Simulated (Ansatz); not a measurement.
All numbers below come from Ansatz, DFT PBE, scalar-relativistic, plane waves, PAW. Several structures of BP₂ were relaxed, and the powder pattern of one of them was computed from 10° to 70° in 2θ (λ = 1.5406 Å; lines under 1 % are left out).

Cu Kα1 powder pattern (kinematic, no thermal factors).
2θ (°) (relative intensity): 28.18 (51), 31.46 (6), 32.88 (100), 36.84 (54), 42.74 (35), 47.87 (5), 50.04 (29), 56.02 (41), 56.92 (3), 58.41 (16), 63.87 (25), 66.50 (11), 67.73 (21), 68.94 (8), 69.22 (2)

Question: Which structure gives it?
1.

Space group P-3m1 (No. 164). a = 3.281 Å, b = 3.281 Å, c = 9.493 Å, α = 90.00°, β = 90.00°, γ = 120.00°
```json
{"atom": "B", "site": "2d", "symmetry": "3m.", "x": "0.6667", "y": "0.3333", "z": "0.7302"}
{"atom": "P", "site": "2d", "symmetry": "3m.", "x": "0.6667", "y": "0.3333", "z": "0.9391"}
{"atom": "P", "site": "2c", "symmetry": "3m.", "x": "0.0000", "y": "0.0000", "z": "0.6699"}
```

2.

Space group P4_222 (No. 93). a = 4.382 Å, b = 4.382 Å, c = 4.550 Å, α = 90.00°, β = 90.00°, γ = 90.00°
```csv
atom,site,symmetry,x,y,z
B,2d,222.,0.5000,0.0000,0.0000
P,4n,..2,0.1761,0.1761,0.2500
```

3.

Space group I4_1/amd:1 (No. 141). a = 6.211 Å, b = 6.211 Å, c = 3.779 Å, α = 90.00°, β = 90.00°, γ = 90.00°
```json
{"atom": "B", "site": "4a", "symmetry": "-4m2", "x": "0.0000", "y": "0.0000", "z": "0.0000"}
{"atom": "P", "site": "8d", "symmetry": ".2/m.", "x": "0.0000", "y": "0.7500", "z": "0.6250"}
```

Answer: 1. Its strongest line, at 2θ = 32.88°, has d = λ/(2 sin θ) = 2.722 Å and is the (1 0 1) reflection of the conventional P-3m1 cell with a = 3.281 Å, c = 9.493 Å. The others have their strongest lines at 35.0° (2); 40.3° (3).

The cells needn't be stable.
